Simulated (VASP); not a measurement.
# CdS (Fm-3m) in VASP: further runs, part 3 of 3

VASP 6.6.1.

**6. G0W0 quasiparticle levels, PBE**

POSCAR

```
CdS
1.0
    0.0000000000      2.7532440000      2.7532440000
    2.7532440000      0.0000000000      2.7532440000
    2.7532440000      2.7532440000      0.0000000000
Cd S
1 1
Direct
    0.0000000000      0.0000000000      0.0000000000
    0.5000000000      0.5000000000      0.5000000000
```

INCAR.step1

```
SYSTEM = CdS
  PREC = Accurate
  ENCUT = 450
  EDIFF = 1E-8
  ISMEAR = 0
  SIGMA = 0.01
  LREAL = .FALSE.
  LASPH = .TRUE.
  NELM = 80
  ALGO = Fast
  LWAVE = .TRUE.
  LCHARG = .FALSE.
  GGA = PE
```

INCAR.step2

```
SYSTEM = CdS
  PREC = Accurate
  ENCUT = 450
  EDIFF = 1E-8
  ISMEAR = 0
  SIGMA = 0.01
  LREAL = .FALSE.
  LASPH = .TRUE.
  NELM = 1
  ALGO = Exact
  LWAVE = .TRUE.
  LCHARG = .FALSE.
  GGA = PE
  NBANDS = 21
  LOPTICS = .TRUE.
  ISTART = 1
```

INCAR.step3

```
SYSTEM = CdS
  PREC = Accurate
  ENCUT = 450
  EDIFF = 1E-8
  ISMEAR = 0
  SIGMA = 0.01
  LREAL = .FALSE.
  LASPH = .TRUE.
  ALGO = EVGW0
  LWAVE = .FALSE.
  LCHARG = .FALSE.
  GGA = PE
  NELMGW = 1
  NBANDS = 21
  ENCUTGW = 75
  NOMEGA = 48
  PRECFOCK = Fast
  ISTART = 1
  NBANDSGW = 17
```

KPOINTS

```
regular mesh
0
G
  3 3 3
  0 0 0
```

Potentials or basis: VASP PAW PBE potentials, release 64 (Cd_GW, S_GW).

On the command line:

```
$ cat potpaw_PBE.64/Cd_GW/POTCAR potpaw_PBE.64/S_GW/POTCAR > POTCAR
$ cp INCAR.step1 INCAR
$ mpirun -np 1 vasp_std > vasp.out
$ cp INCAR.step2 INCAR
$ mpirun -np 1 vasp_std > vasp.out
$ cp INCAR.step3 INCAR
$ mpirun -np 1 vasp_std > vasp.out
```

OUTCAR:

```text
SYSTEM = CdS
   PREC = Accurate
   ENCUT = 450
   EDIFF = 1E-8
   ISMEAR = 0
   LREAL = .FALSE.
   LASPH = .TRUE.
   GGA = PE
   NELMGW = 1
   ENCUTGW = 75
   PRECFOCK = Fast
   ISTART = 1

 Found      4 irreducible k-points:

 Following reciprocal coordinates:
            Coordinates               Weight
  0.000000  0.000000  0.000000      1.000000
  0.333333  0.000000  0.000000      8.000000
  0.333333  0.333333  0.000000      6.000000
 -0.333333  0.333333  0.000000     12.000000
   k-points           NKPTS =      4   k-points in BZ     NKDIM =     27   number of bands    NBANDS=     21
   number of dos      NEDOS =    301   number of ions     NIONS =      2
   total plane-waves  NPLWV =  21952
   dimension x,y,z NGX =    28 NGY =   28 NGZ =   28
   dimension x,y,z NGXF=    56 NGYF=   56 NGZF=   56
   ions per type =               1   1
   NGX,Y,Z   is equivalent  to a cutoff of  11.95, 11.95, 11.95 a.u.
   NGXF,Y,Z  is equivalent  to a cutoff of  23.91, 23.91, 23.91 a.u.
 SYSTEM =  CdS
   PREC   = accura    normal or accurate (medium, high low for compatibility)
   ISTART =      1    job   : 0-new  1-cont  2-samecut
   ICHARG =      0    charge: 1-file 2-atom 10-const
   ISPIN  =      1    spin polarized calculation?
   LNONCOLLINEAR =      F non collinear calculations
   LSORBIT =      F    spin-orbit coupling
   LASPH  =      T    aspherical Exc in radial PAW
   ENCUT  =  450.0 eV  33.07 Ry    5.75 a.u.   6.73  6.73  6.73*2*pi/ulx,y,z
   NELM   =     60;   NELMIN=  2; NELMDL=  0     # of ELM steps
   EDIFF  = 0.1E-07   stopping-criterion for ELM
   LREAL  =      F    real-space projection
   EDIFFG = 0.1E-06   stopping-criterion for IOM
   NSW    =      0    number of steps for IOM
   IBRION =     -1    ionic relax: 0-MD 1-quasi-New 2-CG
   NFREE  =      0    steps in history (QN), initial steepest desc. (CG)
   ISIF   =      0    stress and relaxation
   ISYM   =      3    0-nonsym 1-usesym 2-fastsym
   POTIM  = 0.5000    time-step for ionic-motion
   TEBEG  =    0.0;   TEEND  =   0.0 temperature during run
   PSTRESS=    0.0 pullay stress
   NELECT =      18.0000    total number of electrons
   NUPDOWN=      -1.0000    fix difference up-down
   EMIN   =  10.00;   EMAX   =-10.00  energy-range for DOS
   EFERMI =   0.00;   METHOD = LEGACY
   ISMEAR =     0;   SIGMA  =   0.01  broadening in eV -4-tet -1-fermi 0-gaus
   EFERMI_NEDOS =   21; number of points for ismear=-14 and -15
   IALGO  =     38    algorithm
   IMIX   =      4    mixing-type and parameters
     AMIX     =   0.40;   BMIX     =  1.00
     AMIX_MAG =   1.60;   BMIX_MAG =  1.00
  volume/ion in A,a.u.               =      20.87       140.84
  Fermi-wavevector in a.u.,A,eV,Ry     =   1.236833  2.337275 20.813583  1.529755
  Thomas-Fermi vector in A             =   2.371425
   LORBIT       =      0    0 simple, 1 ext, 2 COOP (PROOUT), +10 PAW based schemes
   GGA     = PE    functional components
   LHFCALC =     T    Hartree Fock is set to
   PRECFOCK=fast      Normal, Fast or Accurate (Low or Medium for compatibility)
   ENCUT4O =  -1.0   cutoff for four orbital integrals eV
   NKREDX  =     1    reduce k-point grid by
   NKREDY  =     1    reduce k-point grid by
   NKREDZ  =     1    reduce k-point grid by
   AEXX    =    1.0000 exact exchange contribution
   HFSCREEN=    0.0000 screening length (either q_TF or 0.3 A-1)
   HFSCREENC=   0.0000 screening length for correlation (either q_TF or 0.3 A-1)
   ENCUTFOCK=  -1.0 apply spherical cutoff to Coloumb kernel
   IVDW    =     0    specifies the selected vdW correction
   LEPSILON=     F    determine dielectric tensor
   LRPA    =     F    only Hartree local field effects (RPA)
   LRPAFORCE           =     F    calculate RPA forces
   ENCUTGW             =  75.0    cutoff for response function in eV
   ENCUTGWSOFT         =  60.0    soft cutoff for Coulomb kernel in GW response function in eV
   ENCUTLF             =  -1.0    cutoff for local field effects
   NELMGW              =     1    number of iterations in solving QP/BSE equation
   NELMHF              =     1    number of iterations in the inner HF iteration
   NKREDLFX            =     1    NKREDLFY  =   1   NKREDLFZ  =   1
 non-spin polarized calculation
 Gauss-broadening in eV      SIGMA  =   0.01
  energy-cutoff  :      450.00
  volume of cell :       41.74
 maximum number of plane-waves:       906
  NGX = 16; NGY = 16; NGZ = 16
   NGX = 13   NGY = 13   NGZ = 13
 maximum number of plane-waves:        64
 NGX is ok and might be reduce to    14

 QP shifts <psi_nk| G(iteration)W_0 |psi_nk>: iteration 1
 for sc-GW calculations column KS-energies equals QP-energies in previous step
 and V_xc(KS)=  KS-energies - (<T + V_ion + V_H > + <T+V_H+V_ion>^1  + <V_x>^1)

 k-point   1 :       0.0000    0.0000    0.0000
  band No.  KS-energies  QP-energies   sigma(KS)   V_xc(KS)     V^pw_x(r,r')   Z            occupation Imag(sigma)

      1      -8.2276      -8.0083     -12.3351     -12.6774     -20.6295       0.6405       2.0000       1.5555
      2      -3.3314      -4.5829     -17.1424     -15.3689     -23.1447       0.7057       2.0000       0.2949
      3      -3.3314      -4.5829     -17.1424     -15.3689     -23.1447       0.7057       2.0000       0.2949
      4      -3.3314      -4.5829     -17.1424     -15.3689     -23.1447       0.7057       2.0000       0.2949
      5      -3.3250      -4.5848     -17.2839     -15.5047     -23.4091       0.7081       2.0000       0.3643
      6      -3.3250      -4.5848     -17.2839     -15.5047     -23.4091       0.7081       2.0000       0.3643
[... 9 lines left out ...]
     16      15.6056      17.1031      -8.1615     -10.1578      -3.6388       0.7502       0.0000      -0.5869
     17      15.6056      17.1031      -8.1615     -10.1578      -3.6388       0.7502       0.0000      -0.5869
[... 46 lines left out ...]
      1      -7.1911      -7.0166     -13.3652     -13.6349     -21.4150       0.6471       2.0000       1.2435
      2      -3.4627      -4.6751     -17.0543     -15.3331     -23.2267       0.7045       2.0000       0.3859
      3      -3.4290      -4.6216     -16.7583     -15.0641     -22.7524       0.7040       2.0000       0.3307
      4      -3.2652      -4.5027     -17.0810     -15.3252     -23.0690       0.7048       2.0000       0.3047
      5      -3.1336      -4.4086     -17.3926     -15.5915     -23.3913       0.7079       2.0000       0.2851
      6      -2.8377      -3.9727     -17.2096     -15.6201     -23.2646       0.7141       2.0000       0.3683
[... 9 lines left out ...]
     16      19.7755      21.8224      -8.5624     -11.1812      -3.9642       0.7816       0.0000      -0.9485
     17      20.9739      23.1751      -8.4930     -11.2693      -4.0494       0.7929       0.0000      -0.9629
```

OUTCAR.step1:

```text
SYSTEM = CdS
   PREC = Accurate
   ENCUT = 450
   EDIFF = 1E-8
   ISMEAR = 0
   LREAL = .FALSE.
   LASPH = .TRUE.
[... 171 lines left out ...]
      0.00000      0.00000      0.00000         0.000000      0.000000      0.000000
      2.75324      2.75324      2.75324        -0.000000     -0.000000     -0.000000
 -----------------------------------------------------------------------------------
    total drift:                                0.000000      0.000000      0.000000

  FREE ENERGIE OF THE ION-ELECTRON SYSTEM (eV)
  ---------------------------------------------------
  free  energy   TOTEN  =        -5.6339770533 eV

  energy  without entropy=       -5.6339770533  energy(sigma->0) =       -5.63397705
```

It took 16 s on 1 thread of Intel Xeon 6975P-C (Granite Rapids), shared host; peak memory 0.23 GiB.

The run converged, but some of its settings lie outside the range that counts as converged, so its numbers aren't taken as properties of the crystal.

What came out:

| Quantity | Value |
| --- | --- |
| Band gap on the k mesh, mean-field level | 0.97 eV, indirect (least direct gap 1.47 eV) |
| Quasiparticle gap | 1.84 eV |
| Least direct quasiparticle gap | 2.31 eV |

Caveat: the k mesh is coarse (spacing up to 0.66 Å⁻¹), so the values aren't converged; bands, screening cutoff and mesh are small and nothing is extrapolated, so the quasiparticle values aren't converged; an odd mesh through Γ misses points on the zone boundary, where band edges often lie.

**7. For comparison**

An earlier run on the cell as given: functional PBE; potentials or basis VASP PAW PBE potentials, release 64 (Cd, S); cutoff 520 eV; k mesh 8 × 8 × 8; occupations fermi-dirac, width 0.05 eV; no spin polarisation.

- Pressure: -0.1 GPa
- Band gap on the k mesh: 0.26 eV, indirect (least direct gap 1.53 eV)
